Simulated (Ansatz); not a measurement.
## Ru(0001) with 2 layers of random Ru-W, 2x2: scattering by chemical disorder

Wanted: resistance against the alloy's length, first Ru(0001) with 2 layers of random Ru-W, 2x2.

Calculated with Ansatz 0.2.0; Ansatz plane-wave DFT, PBE, PAW files; ballistic transport by layer matching (Landauer), zero bias; PAW set soft_1.

## 1. The structure

The cell holds 48 atoms: 47 Ru and 1 W. Its edges and angles: a = 5.412 Å, b = 5.412 Å, c = 25.691 Å, α = 90.0°, β = 90.0°, γ = 120.0°. It derives from Ru. Regions: lead, 40 atoms (40 Ru); scattering region, 8 atoms (7 Ru and 1 W). The structure is stacked along c, and the current runs across the ab planes.

## 2. With 2 alloy layers

In 2 layers a share of 0.125 of the sites is given to W at random. The layers about the cell's end stay perfect and serve as the lead. Energies from -0.05 to 0.05 eV in steps of 0.05 eV are too few for the program's thermal sum, so it prints no conductance; for a metal the transmission near the Fermi level serves, at a fraction of the cost.

input.yaml

```yaml
crystal:
  lattice:
    - [5.4116, 0.0, 0.0]
    - [-2.7058, 4.6865830751, 0.0]
    - [0.0, 0.0, 25.6914]
  atoms:
    - { symbol: Ru, position: [0.1666666667, 0.3333333333, 0.0416666667] }
    - { symbol: Ru, position: [0.1666666667, 0.8333333333, 0.0416666667] }
    - { symbol: Ru, position: [0.6666666667, 0.3333333333, 0.0416666667] }
    - { symbol: Ru, position: [0.6666666667, 0.8333333333, 0.0416666667] }
    - { symbol: Ru, position: [0.3333333333, 0.1666666667, 0.125] }
    - { symbol: Ru, position: [0.3333333333, 0.6666666667, 0.125] }
    - { symbol: Ru, position: [0.8333333333, 0.1666666667, 0.125] }
    - { symbol: Ru, position: [0.8333333333, 0.6666666667, 0.125] }
    - { symbol: Ru, position: [0.1666666667, 0.3333333333, 0.2083333333] }
    - { symbol: Ru, position: [0.1666666667, 0.8333333333, 0.2083333333] }
    - { symbol: Ru, position: [0.6666666667, 0.3333333333, 0.2083333333] }
    - { symbol: Ru, position: [0.6666666667, 0.8333333333, 0.2083333333] }
    - { symbol: Ru, position: [0.3333333333, 0.1666666667, 0.2916666667] }
    - { symbol: Ru, position: [0.3333333333, 0.6666666667, 0.2916666667] }
    - { symbol: Ru, position: [0.8333333333, 0.1666666667, 0.2916666667] }
    - { symbol: Ru, position: [0.8333333333, 0.6666666667, 0.2916666667] }
    - { symbol: Ru, position: [0.1666666667, 0.3333333333, 0.375] }
    - { symbol: Ru, position: [0.1666666667, 0.8333333333, 0.375] }
    - { symbol: Ru, position: [0.6666666667, 0.3333333333, 0.375] }
    - { symbol: Ru, position: [0.6666666667, 0.8333333333, 0.375] }
    - { symbol: Ru, position: [0.3333333333, 0.1666666667, 0.4583333333] }
    - { symbol: Ru, position: [0.3333333333, 0.6666666667, 0.4583333333] }
    - { symbol: Ru, position: [0.8333333333, 0.1666666667, 0.4583333333] }
    - { symbol: Ru, position: [0.8333333333, 0.6666666667, 0.4583333333] }
    - { symbol: Ru, position: [0.1666666667, 0.3333333333, 0.5416666667] }
    - { symbol: Ru, position: [0.1666666667, 0.8333333333, 0.5416666667] }
    - { symbol: W, position: [0.6666666667, 0.3333333333, 0.5416666667] }
    - { symbol: Ru, position: [0.6666666667, 0.8333333333, 0.5416666667] }
    - { symbol: Ru, position: [0.3333333333, 0.1666666667, 0.625] }
    - { symbol: Ru, position: [0.3333333333, 0.6666666667, 0.625] }
    - { symbol: Ru, position: [0.8333333333, 0.1666666667, 0.625] }
    - { symbol: Ru, position: [0.8333333333, 0.6666666667, 0.625] }
    - { symbol: Ru, position: [0.1666666667, 0.3333333333, 0.7083333333] }
    - { symbol: Ru, position: [0.1666666667, 0.8333333333, 0.7083333333] }
    - { symbol: Ru, position: [0.6666666667, 0.3333333333, 0.7083333333] }
    - { symbol: Ru, position: [0.6666666667, 0.8333333333, 0.7083333333] }
    - { symbol: Ru, position: [0.3333333333, 0.1666666667, 0.7916666667] }
    - { symbol: Ru, position: [0.3333333333, 0.6666666667, 0.7916666667] }
    - { symbol: Ru, position: [0.8333333333, 0.1666666667, 0.7916666667] }
    - { symbol: Ru, position: [0.8333333333, 0.6666666667, 0.7916666667] }
    - { symbol: Ru, position: [0.1666666667, 0.3333333333, 0.875] }
    - { symbol: Ru, position: [0.1666666667, 0.8333333333, 0.875] }
    - { symbol: Ru, position: [0.6666666667, 0.3333333333, 0.875] }
    - { symbol: Ru, position: [0.6666666667, 0.8333333333, 0.875] }
    - { symbol: Ru, position: [0.3333333333, 0.1666666667, 0.9583333333] }
    - { symbol: Ru, position: [0.3333333333, 0.6666666667, 0.9583333333] }
    - { symbol: Ru, position: [0.8333333333, 0.1666666667, 0.9583333333] }
    - { symbol: Ru, position: [0.8333333333, 0.6666666667, 0.9583333333] }
kpoints:
  mp_grid: { grid: [5, 5, 1] }
hamiltonian:
  xc: pbe
  pseudopotentials: { kind: paw, azcp: { folder: soft_1 } }
scf:
  occupations: { method: fermi_dirac, width: 0.1 }
output:
  transmission:
    leads: [[0, 8]]
    kmesh: [10, 10]
    e_range: [-0.05, 0.05]
    de: 0.05
  write_potential: true
  write_density: true
  volumetric_format: npy
```

Started as:

```console
ansatz run input.yaml --threads 4 --pin off --max-ram 15360MiB --backend cpu --events-out ev --progress --plain --runs-dir out
```

Numbers of over 12 decimals in the logs are rounded to 6 here.

The program printed:

```text
Engine: ansatz 0.2.0, aarch64-unknown-linux-gnu
Pseudopotentials: kind: paw
Pseudopotential: Ru, paw, valence charge 16, recommended cutoff 420 eV (normal), soft_1/Ru.paw.azcp
Pseudopotential: W, paw, valence charge 14, recommended cutoff 420 eV (normal), soft_1/W.paw.azcp
Functional definition: PBE
  parameter kappa = 0.804
  parameter beta = 0.066725
  exchange = pbe_x(kappa = kappa, mu = beta*pi^2/3)
  correlation = pbe_c(beta = beta)
Crystal: 48 atoms, lattice volume = 651.583 Å³
Basis set: ecut = 420 eV, 12691 PW (Γ)
Bands: 460, of which v1, the nominal top of the filled ones, is band 383 counted from 1 (382 counted from 0)
Symmetry: 12 space group operations
Space group: P-6m2 (ITA 187), of the structure as read, at distance tolerance 8.7e-5 Å
k-points: 5 of 25 (time reversal used)
Non-local potential: Ru, projectors of the file, l = 0: 3, l = 1: 2, l = 2: 2, l = 3: 1
Non-local potential: W, projectors of the file, l = 0: 3, l = 1: 2, l = 2: 2, l = 3: 1
PAW form: soft (Blöchl's): semilocal exchange-correlation on the pseudo side does not see the compensation charge
PAW one-centre angular grid: Ru, 590 points (default); XC on 64 Gauss nodes
PAW one-centre angular grid: W, 590 points (default); XC on 64 Gauss nodes
Initial density: superposition of atomic densities (chi_scale 0.1, normalization cell, long waves kept (reshape's long-wave potential 0.67 eV rms))
Initial wavefunctions: pseudopotential atomic-orbital guess
Functional: x = pbe(κ = 0.804, μ = 0.219515), c = pbe(β = 0.066725)
SCF iter   1: F=—  HF=-286723.117685 eV  |F-HF|=—  |Δ(HF+E_count)|=         —  Δρ=1.31e-1  dr2=1.33e3  ethr=3.10e-3  ⟨swp⟩=5.0  Hψ=7205  notcnv=0
preconditioner: auto → Kerker (q_TF=auto, 2.803 Å⁻¹)  [metal: Δε(μ)=0.018 eV  Ē_g=5.334 eV  σ=0.100 eV  W_gap=0.04  n_scr=268 (ndim 8)  ℏωp=28.4 eV  f_vac=0.000  D(μ)=38.21/eV (n_scr^D=380)]
SCF iter   2: F=—  HF=-286696.129831 eV  |F-HF|=—  |Δ(HF+E_count)|=    2.70e1  Δρ=6.62e-2  dr2=5.85e2  ethr=3.10e-3  ⟨swp⟩=2.0  Hψ=4127  notcnv=0  defer=38
SCF iter   3: F=—  HF=-286687.061600 eV  |F-HF|=—  |Δ(HF+E_count)|=    9.07e0  Δρ=1.22e-2  dr2=7.22e0  ethr=3.10e-3  ⟨swp⟩=3.2  Hψ=4123  notcnv=0  defer=42
SCF iter   4: F=—  HF=-286686.797170 eV  |F-HF|=—  |Δ(HF+E_count)|=   2.64e-1  Δρ=3.35e-3  dr2=6.35e0  ethr=9.43e-4  ⟨swp⟩=2.2  Hψ=2824  notcnv=0  defer=38
SCF iter   5: F=—  HF=-286686.758648 eV  |F-HF|=—  |Δ(HF+E_count)|=   3.85e-2  Δρ=1.30e-3  dr2=1.85e-1  ethr=8.29e-4  ⟨swp⟩=1.0  Hψ=2262  notcnv=0  defer=38
SCF iter   6: F=—  HF=-286686.758009 eV  |F-HF|=—  |Δ(HF+E_count)|=   6.39e-4  Δρ=2.32e-4  dr2=1.55e-3  ethr=2.42e-5  ⟨swp⟩=1.0  Hψ=2262  notcnv=0  defer=38
SCF iter   7: F=—  HF=-286686.758069 eV  |F-HF|=—  |Δ(HF+E_count)|=   6.05e-5  Δρ=5.20e-5  dr2=3.34e-5  ethr=2.02e-7  ⟨swp⟩=1.6  Hψ=2277  notcnv=0  defer=38
SCF iter   8: F=—  HF=-286686.759371 eV  |F-HF|=—  |Δ(HF+E_count)|=   1.30e-3  Δρ=1.43e-5  dr2=1.58e-6  ethr=4.37e-9  ⟨swp⟩=2.0  Hψ=3204  notcnv=0  defer=38
SCF iter   9: F=—  HF=-286686.759371 eV  |F-HF|=—  |Δ(HF+E_count)|=   1.04e-7  Δρ=3.17e-6  dr2=3.47e-7  ethr=1.31e-11  ⟨swp⟩=8.6  Hψ=6088  notcnv=0
SCF iter  10: F=-286686.759371 eV  HF=-286686.759371 eV  |F-HF|=5.07e-8  |Δ(HF+E_count)|=   6.64e-9  Δρ=8.23e-7  dr2=5.20e-8  ethr=1.31e-11  ⟨swp⟩=2.0  Hψ=4218  notcnv=0
SCF 1 converged in 10 iterations: F = -286686.759371 eV  dr2 = 5.20e-8
  greatest PAW one-centre occupation: 1.000 electrons in one spin orbital (limit 2), on the Ru atom at site 25 (counted from 0), in its partial waves of l = 0
transmission: 68 of 672 steps passed
transmission: 137 of 672 steps passed
[...]
transmission: 672 of 672 steps passed
SCF converged after 10 iterations
Free energy (F): -286686.759371 eV
Harris-Foulkes:  -286686.759371 eV  (|F-HF|=5.07e-8)
Internal energy: -286685.256051 eV  (E = F + TS)
E sigma→0 (E₀):  -286686.007711 eV
Entropy (-TS):   -1.503320 eV (-31.319 meV/atom)
Fermi energy:    23.394180 eV
--- Per-component energies (eV) ---
  E_band       = -2657.525395
  E_kinetic    = 22070.645824
  E_local      = -60201.184991  (includes V_loc(G=0)·N_el)
  E_nonlocal   = 19361.648979
  E_hartree    = 20033.819963
  E_xc         = -8268.190563
  E_vxc        = -10349.789022  (∫ρ·V_xc dr)
  E_paw        = -173149.032658  (= ΣΔE_a)
  E_vpaw       = -13606.514496  (= ΣTr[D̂ρ^β])
  E_aug_tail   = 0.029504  (compensation charges beyond the density's cutoff)
  E_ewald      = -106532.992109
  E_smearing   = -1.503320  (= −TS)
  E_closure    = 0.000000  (closes the sum)
  Σ components = -286686.759371   (vs F -286686.759371, Δ=0.00e0)
--- Band table (eV; the first three rows and the last of 5) ---
  k-point 0: bands = [... 379 lower, 24.0192, 24.0261, 24.0261, 24.4433, 24.4433, 24.4683, 24.4683, 24.5727, ... 73 higher]
  k-point 1: bands = [... 379 lower, 23.5782, 23.5859, 23.6128, 23.6246, 23.9122, 23.9640, 24.0923, 24.0958, ... 73 higher]
  k-point 2: bands = [... 379 lower, 23.0397, 23.0997, 23.1229, 23.1302, 23.1745, 23.2448, 23.3222, 23.4384, ... 73 higher]
  k-point 4: bands = [... 379 lower, 22.9424, 22.9782, 23.0470, 23.0777, 23.2033, 23.2261, 23.2280, 23.3083, ... 73 higher]
--- Transmission ---
  basis      : 223 plane waves across, 48 finite elements along
  points     : 14, standing for a mesh of 10 x 10
  energies   : 3 from -0.050000 to 0.050000 eV about the Fermi level, 0.050000 eV apart; the leads are filled to 0.000000 eV, and channels, transmission and decay are at 0.000000 eV
  crystal 0  : Ru8, at the sites [0, 8], period 4.2819 Å, over 23.55 Å; its Hamiltonian steps by up to 11.4 meV
    offset         : up to 0.0000 Å between an atom of the period and one for which it stands
    channels       : 5.280000e0 a spin
    conductance    : none, the energies end too early or step too widely for 300 K: set another output.transmission.e_range or a lower de, or, where they end at an eighth of basis.ecutwfc, a higher one
  junction   : crystal 0 to crystal 0, 1.44 to 22.85 Å
    transmission   : 4.521374e0 a spin
    conductance    : none, the energies end too early or step too widely for 300 K: set another output.transmission.e_range or a lower de, or, where they end at an eighth of basis.ecutwfc, a higher one
```

Elapsed: 3.2 min, on 4 threads of Arm Neoverse V1, shared host; peak memory 5.6 GiB; 12 min of CPU time.

This step gave:

| Property | Result |
| --- | --- |
| free energy | -286686.7594 eV |
| energy at zero smearing | -286686.0077 eV |
| Fermi energy | 23.39 eV |
| cell area | 25.36 Å² |
| transmission per spin nearest the Fermi level | 4.521 |
| open channels per spin nearest the Fermi level | 5.28 |
| step of the lead's potential | 11.4 meV |

Per spin. The transmission, zone mean by energy, zero at the Fermi level:

| energy (eV) | transmission, zone mean |
| --- | --- |
| -0.0500 | 4.54 |
| 0.0000 | 4.52 |
| 0.0500 | 4.65 |

Per spin. Open channels, zone mean, lead against energy, zero at the Fermi level:

| energy (eV) | open channels, zone mean, lead |
| --- | --- |
| -0.0500 | 5.16 |
| 0.0000 | 5.28 |
| 0.0500 | 5.64 |

Transmission over k1 and k2. At 0.0000 eV from the Fermi level.

Ten even steps from '_' (1.8) to '@' (11.3):
```
..::::::::::..______
__::::::::::::______
__::::==**==::::____
..::::**@@@@**::::..
::::::==@@@@@@==::::
....::::**@@@@**::::
______::::==**==::::
________::::::::::::
..______..::::::::::
::..____..::..____..
```
Columns: k1 (b1) from -0.5 to 0.4; rows upwards: k2 (b2) from -0.5 to 0.4.

Open channels over k1 and k2. At 0.0000 eV from the Fermi level.

Values, 10 rows by 10 columns:
```
 4.0  6.0  5.0  5.0  5.0  6.0  4.0  3.0  2.0  3.0
 3.0  5.0  5.0  5.0  5.0  5.0  5.0  3.0  2.0  2.0
 3.0  5.0  5.0  7.0  9.0  7.0  5.0  5.0  3.0  3.0
 4.0  5.0  5.0  9.0 12.0 12.0  9.0  5.0  5.0  4.0
 6.0  6.0  5.0  7.0 12.0 12.0 12.0  7.0  5.0  6.0
 4.0  4.0  5.0  5.0  9.0 12.0 12.0  9.0  5.0  5.0
 3.0  3.0  3.0  5.0  5.0  7.0  9.0  7.0  5.0  5.0
 3.0  2.0  2.0  3.0  5.0  5.0  5.0  5.0  5.0  5.0
 4.0  3.0  2.0  3.0  4.0  6.0  5.0  5.0  5.0  6.0
 6.0  4.0  3.0  3.0  4.0  6.0  4.0  3.0  3.0  4.0
```
Columns: k1 (b1) from -0.5 to 0.4; rows upwards: k2 (b2) from -0.5 to 0.4.

Over the solved energies the transmission per spin lies between 4.52 and 4.65, out of 5.36 channels of the lead on average (up to 5.64).

## 3. With 6 alloy layers

In 6 layers a share of 0.125 of the sites is given to W at random. A fresh draw is used; the growth of the resistance with length is what counts.

System of this step: Ru(0001) with 6 layers of random Ru-W, 2x2. The cell holds 64 atoms: 61 Ru and 3 W. Its edges and angles: a = 5.412 Å, b = 5.412 Å, c = 34.255 Å, α = 90.0°, β = 90.0°, γ = 120.0°. It derives from Ru. Regions: lead, 40 atoms (40 Ru); scattering region, 24 atoms (21 Ru and 3 W). The structure is stacked along c, and the current runs across the ab planes.

input.yaml

```yaml
crystal:
  lattice:
    - [5.4116, 0.0, 0.0]
    - [-2.7058, 4.6865830751, 0.0]
    - [0.0, 0.0, 34.2552]
  atoms:
    - { symbol: Ru, position: [0.1666666667, 0.3333333333, 0.03125] }
    - { symbol: Ru, position: [0.1666666667, 0.8333333333, 0.03125] }
    - { symbol: Ru, position: [0.6666666667, 0.3333333333, 0.03125] }
    - { symbol: Ru, position: [0.6666666667, 0.8333333333, 0.03125] }
    - { symbol: Ru, position: [0.3333333333, 0.1666666667, 0.09375] }
    - { symbol: Ru, position: [0.3333333333, 0.6666666667, 0.09375] }
    - { symbol: Ru, position: [0.8333333333, 0.1666666667, 0.09375] }
    - { symbol: Ru, position: [0.8333333333, 0.6666666667, 0.09375] }
    - { symbol: Ru, position: [0.1666666667, 0.3333333333, 0.15625] }
    - { symbol: Ru, position: [0.1666666667, 0.8333333333, 0.15625] }
    - { symbol: Ru, position: [0.6666666667, 0.3333333333, 0.15625] }
    - { symbol: Ru, position: [0.6666666667, 0.8333333333, 0.15625] }
    - { symbol: Ru, position: [0.3333333333, 0.1666666667, 0.21875] }
    - { symbol: Ru, position: [0.3333333333, 0.6666666667, 0.21875] }
    - { symbol: Ru, position: [0.8333333333, 0.1666666667, 0.21875] }
    - { symbol: Ru, position: [0.8333333333, 0.6666666667, 0.21875] }
    - { symbol: Ru, position: [0.1666666667, 0.3333333333, 0.28125] }
    - { symbol: Ru, position: [0.1666666667, 0.8333333333, 0.28125] }
    - { symbol: Ru, position: [0.6666666667, 0.3333333333, 0.28125] }
    - { symbol: Ru, position: [0.6666666667, 0.8333333333, 0.28125] }
    - { symbol: Ru, position: [0.3333333333, 0.1666666667, 0.34375] }
    - { symbol: W, position: [0.3333333333, 0.6666666667, 0.34375] }
    - { symbol: Ru, position: [0.8333333333, 0.1666666667, 0.34375] }
    - { symbol: Ru, position: [0.8333333333, 0.6666666667, 0.34375] }
    - { symbol: Ru, position: [0.1666666667, 0.3333333333, 0.40625] }
    - { symbol: Ru, position: [0.1666666667, 0.8333333333, 0.40625] }
    - { symbol: Ru, position: [0.6666666667, 0.3333333333, 0.40625] }
    - { symbol: Ru, position: [0.6666666667, 0.8333333333, 0.40625] }
    - { symbol: W, position: [0.3333333333, 0.1666666667, 0.46875] }
    - { symbol: Ru, position: [0.3333333333, 0.6666666667, 0.46875] }
    - { symbol: Ru, position: [0.8333333333, 0.1666666667, 0.46875] }
    - { symbol: Ru, position: [0.8333333333, 0.6666666667, 0.46875] }
    - { symbol: Ru, position: [0.1666666667, 0.3333333333, 0.53125] }
    - { symbol: W, position: [0.1666666667, 0.8333333333, 0.53125] }
    - { symbol: Ru, position: [0.6666666667, 0.3333333333, 0.53125] }
    - { symbol: Ru, position: [0.6666666667, 0.8333333333, 0.53125] }
    - { symbol: Ru, position: [0.3333333333, 0.1666666667, 0.59375] }
    - { symbol: Ru, position: [0.3333333333, 0.6666666667, 0.59375] }
    - { symbol: Ru, position: [0.8333333333, 0.1666666667, 0.59375] }
    - { symbol: Ru, position: [0.8333333333, 0.6666666667, 0.59375] }
    - { symbol: Ru, position: [0.1666666667, 0.3333333333, 0.65625] }
    - { symbol: Ru, position: [0.1666666667, 0.8333333333, 0.65625] }
    - { symbol: Ru, position: [0.6666666667, 0.3333333333, 0.65625] }
    - { symbol: Ru, position: [0.6666666667, 0.8333333333, 0.65625] }
    - { symbol: Ru, position: [0.3333333333, 0.1666666667, 0.71875] }
    - { symbol: Ru, position: [0.3333333333, 0.6666666667, 0.71875] }
    - { symbol: Ru, position: [0.8333333333, 0.1666666667, 0.71875] }
    - { symbol: Ru, position: [0.8333333333, 0.6666666667, 0.71875] }
    - { symbol: Ru, position: [0.1666666667, 0.3333333333, 0.78125] }
    - { symbol: Ru, position: [0.1666666667, 0.8333333333, 0.78125] }
    - { symbol: Ru, position: [0.6666666667, 0.3333333333, 0.78125] }
    - { symbol: Ru, position: [0.6666666667, 0.8333333333, 0.78125] }
    - { symbol: Ru, position: [0.3333333333, 0.1666666667, 0.84375] }
    - { symbol: Ru, position: [0.3333333333, 0.6666666667, 0.84375] }
    - { symbol: Ru, position: [0.8333333333, 0.1666666667, 0.84375] }
    - { symbol: Ru, position: [0.8333333333, 0.6666666667, 0.84375] }
    - { symbol: Ru, position: [0.1666666667, 0.3333333333, 0.90625] }
    - { symbol: Ru, position: [0.1666666667, 0.8333333333, 0.90625] }
    - { symbol: Ru, position: [0.6666666667, 0.3333333333, 0.90625] }
    - { symbol: Ru, position: [0.6666666667, 0.8333333333, 0.90625] }
    - { symbol: Ru, position: [0.3333333333, 0.1666666667, 0.96875] }
    - { symbol: Ru, position: [0.3333333333, 0.6666666667, 0.96875] }
    - { symbol: Ru, position: [0.8333333333, 0.1666666667, 0.96875] }
    - { symbol: Ru, position: [0.8333333333, 0.6666666667, 0.96875] }
kpoints:
  mp_grid: { grid: [5, 5, 1] }
hamiltonian:
  xc: pbe
  pseudopotentials: { kind: paw, azcp: { folder: soft_1 } }
scf:
  occupations: { method: fermi_dirac, width: 0.1 }
output:
  transmission:
    leads: [[0, 8]]
    kmesh: [10, 10]
    e_range: [-0.05, 0.05]
    de: 0.05
  write_potential: true
  write_density: true
  volumetric_format: npy
```

The program printed:

```text
[...]
Crystal: 64 atoms, lattice volume = 868.777 Å³
Basis set: ecut = 420 eV, 16909 PW (Γ)
Bands: 611, of which v1, the nominal top of the filled ones, is band 509 counted from 1 (508 counted from 0)
Symmetry: 1 space group operations
[...]
k-points: 13 of 25 (time reversal used)
[...]
SCF iter   1: F=—  HF=-389800.692633 eV  |F-HF|=—  |Δ(HF+E_count)|=         —  Δρ=1.23e-1  dr2=2.81e2  ethr=3.10e-3  ⟨swp⟩=5.0  Hψ=28822  notcnv=0
[...]
SCF iter  10: F=-389761.277908 eV  HF=-389761.277908 eV  |F-HF|=2.04e-9  |Δ(HF+E_count)|=   8.56e-9  Δρ=3.63e-7  dr2=2.58e-9  ethr=9.82e-12  ⟨swp⟩=7.5  Hψ=16771  notcnv=0
SCF 1 converged in 10 iterations: F = -389761.277908 eV  dr2 = 2.58e-9
[...]
transmission: 329 of 3276 steps passed
transmission: 656 of 3276 steps passed
[...]
transmission: 3276 of 3276 steps passed
SCF converged after 10 iterations
Free energy (F): -389761.277908 eV
[...]
Internal energy: -389759.393134 eV  (E = F + TS)
E sigma→0 (E₀):  -389760.335521 eV
Entropy (-TS):   -1.884774 eV (-29.450 meV/atom)
Fermi energy:    23.490128 eV
[...]
--- Band table (eV; the first three rows and the last of 13) ---
  k-point 0: bands = [... 505 lower, 24.2851, 24.2989, 24.3081, 24.3171, 24.3287, 24.3459, 24.3662, 24.3869, ... 98 higher]
  k-point 1: bands = [... 505 lower, 23.7068, 23.7165, 23.7359, 23.7855, 24.0154, 24.0319, 24.0793, 24.1064, ... 98 higher]
  k-point 2: bands = [... 505 lower, 23.2281, 23.2439, 23.2484, 23.2681, 23.2849, 23.3307, 23.3727, 23.4436, ... 98 higher]
  k-point 12: bands = [... 505 lower, 23.2030, 23.2664, 23.4409, 23.4670, 23.4847, 23.4883, 23.5037, 23.5414, ... 98 higher]
--- Transmission ---
  basis      : 223 plane waves across, 63 finite elements along
  points     : 52, standing for a mesh of 10 x 10
[...]
channels       : 5.280000e0 a spin
[...]
junction   : crystal 0 to crystal 0, -1.44 to 28.53 Å
    transmission   : 3.793535e0 a spin
[...]
```

Elapsed: 17 min, on 4 threads; peak memory 10 GiB.

This step gave:

* free energy: -389761.2779 eV
* energy at zero smearing: -389760.3355 eV
* Fermi energy: 23.49 eV
* transmission per spin nearest the Fermi level: 3.794
* step of the lead's potential: 4.8 meV

Per spin. Transmission, zone mean against energy, zero at the Fermi level:

| energy (eV) | transmission, zone mean |
| --- | --- |
| -0.0500 | 3.76 |
| 0.0000 | 3.79 |
| 0.0500 | 3.79 |

Over the solved energies the transmission per spin lies between 3.76 and 3.79, out of 5.48 channels of the lead on average (up to 6).

(Continued in part 2 of 2.)

[Logs are printed without paths, hosts, clocks, repeated set-up lines and the standing remarks that a program may print on its own settings, such as how far it seeks lower states.]

[Hosts, paths, dates, database ids (printed as entryN), source tags and the programs' standing remarks are cut or masked in the printed files.]
